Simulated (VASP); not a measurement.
Crystal: ZnSe.

```
CELL_PARAMETERS angstrom
0.00000 2.82066 2.82066
2.82066 0.00000 2.82066
2.82066 2.82066 0.00000
ATOMIC_POSITIONS crystal
Zn 0.00000 0.00000 0.00000
Se 0.25000 0.25000 0.25000
```

Base run:

- Program: VASP 6.6.1
- Functional: HSE06
- Potentials or basis: VASP PAW PBE potentials, release 64 (Zn, Se)
- Cutoff: 520 eV
- k mesh: 6 × 6 × 6
- Occupations: gaussian, width 0.03 eV
- Spin: no spin polarisation

Its results: band gap on the k mesh 2.49 eV, direct; pressure 2.1 GPa.

The run is repeated on the same cell with these changes: functional from HSE06 to PBEsol; further incar settings from ALGO = Normal; EDIFF = 1e-06; NBANDS = 16 to ALGO = Fast; EDIFF = 1e-06; NBANDS = 16. What comes out?

Band gap on the k mesh 1.22 eV, direct; pressure 0.1 GPa.

Caveats: the PAW data sets were made with another functional, which shifts forces and pressure a little.
